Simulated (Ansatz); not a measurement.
Si2Mo:

```xyz
3
Lattice="-1.6000 1.6000 3.9305 1.6000 -1.6000 3.9305 1.6000 1.6000 -3.9305" Properties=species:S:1:pos:R:3 pbc="T T T"
Mo    0.0000    0.0000    0.0000
Si    0.0000    0.0000    5.2433
Si    0.0000    0.0000    2.6177
```

Base run:

- Program: Ansatz 0.2.0
- Functional: PBE
- Potentials or basis: all-electron LAPW, scalar-relativistic
- Cutoff: 223 eV
- Density cutoff: 892 eV
- Basis error allowed: 0.001 eV/atom
- k mesh: 12 × 12 × 12
- Occupations: fermi-dirac, width 0.05 eV
- Spin: no spin polarisation

Its results: band gap on the k mesh none (metal or under the smearing width); pressure 2.3 GPa; largest force 0.279 eV/Å.

**Question.** The run is repeated on the same cell with these changes: functional from PBE to PBEsol. What comes out?

**Answer.** Band gap on the k mesh none (metal or under the smearing width); pressure -2.7 GPa; largest force 0.326 eV/Å.

PBEsol binds more tightly than PBE, so the same cell stands under less pressure.

Not every run made on this cell is shown here.
